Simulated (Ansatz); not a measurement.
The system is AlAu.

```
Au Al
1.0
     3.22394    0.00000    0.00000
     0.00000    3.22394    0.00000
     0.00000    0.00000    3.22394
Au Al
1 1
Direct
  0.50000 0.50000 0.50000
  0.00000 0.00000 0.00000
```

The cell comes from a database or a generator and needn't be the stable form of this composition.

Base run:

* Program: Ansatz 0.2.0
* Functional: PBEsol
* Potentials or basis: Ansatz PAW
* Cutoff: 420 eV (not typed: the program's choice for these potentials)
* k mesh: 8 × 8 × 8
* Occupations: fermi-dirac, width 0.05 eV
* Spin: spin-orbit coupling, no magnetisation

Its results: band gap on the k mesh none (metal or under the smearing width); pressure -6.1 GPa.

Question: The run is repeated on the same cell with these changes: spin from spin-orbit coupling, no magnetisation to no spin polarisation; potential files from those of the base run to others of the same set. What comes out?

Answer: Band gap on the k mesh none (metal or under the smearing width); pressure -5.2 GPa.

Caveats: the PAW data sets come from PBE, with cores solved anew for the run's functional, which leaves a small shift of forces and pressure; spin-orbit coupling is left out, which moves the levels of the heavy elements (some runs).
